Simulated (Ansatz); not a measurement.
# Br (diamond type): the cost of one run

Method: DFT PBE, with the methods named in each step, in Ansatz 0.2.0.

## 1. The system as given

It takes space group Fd-3m (No. 227, cubic). The conventional cell has a = 7.013 Å, b = 7.013 Å, c = 7.013 Å, α = 90.00°, β = 90.00°, γ = 90.00°. Br (site symmetry -43m) has 4 Br at 3.04 Å in its first shell of neighbours.

As a file:

```cif
data_structure
_symmetry_space_group_name_H-M 'Fd-3m:1'
_symmetry_Int_Tables_number 227
_cell_length_a 7.0134
_cell_length_b 7.0134
_cell_length_c 7.0134
_cell_angle_alpha 90.000
_cell_angle_beta 90.000
_cell_angle_gamma 90.000
_cell_volume 344.98
loop_
_atom_site_label
_atom_site_type_symbol
_atom_site_symmetry_multiplicity
_atom_site_Wyckoff_symbol
_atom_site_fract_x
_atom_site_fract_y
_atom_site_fract_z
_atom_site_occupancy
Br1 Br 8 b 0.00000 0.50000 0.00000 1
```

The file gives the conventional cell by its symmetry; the runs use the cell typed in the input.

Whether this phase is the stable one at these pressures isn't tested.

Atoms are numbered in the order of the input: Br1, Br2.

## 2. The reference volume, LAPW

Contents of input.yaml:

```yaml
crystal:
  lattice:
    - [0.0, 3.5067068934, 3.5067068934]
    - [3.5067068934, 0.0, 3.5067068934]
    - [3.5067068934, 3.5067068934, 0.0]
  atoms:
    - { symbol: Br, position: [-0.125, -0.125, -0.125] }
    - { symbol: Br, position: [0.125, 0.125, 0.125] }
kpoints:
  mp_grid: { grid: [11, 11, 11] }
  band_path:
    path:
      - [0.0, 0.0, 0.0]
      - [0.5, 0.0, 0.5]
      - [0.625, 0.25, 0.625]
      - [0.375, 0.375, 0.75]
      - [0.0, 0.0, 0.0]
      - [0.5, 0.5, 0.5]
      - [0.5, 0.25, 0.75]
      - [0.5, 0.0, 0.5]
    npoints: 14
scf:
  occupations: { method: fermi_dirac, width: 0.08 }
hamiltonian:
  xc: pbe
  pseudopotentials: { kind: all_electron, lapw: { basis_error: 0.001 } }
output:
  forces: true
  stress: true
  eigenvalues: true
  populations: true
  dos: { projected: true, de: 0.2, e_range: [-14, 8] }
```

The run is started by

```
$ ansatz run input.yaml --threads 1 --pin off --max-ram 2048MiB --backend cpu --events-out ev --progress --plain --runs-dir out
```

Q: Estimate wall time and peak memory on 1 thread of Intel Xeon 6975P-C (Granite Rapids), shared host.

About 9.7 s, with a peak of 0.37 GiB.
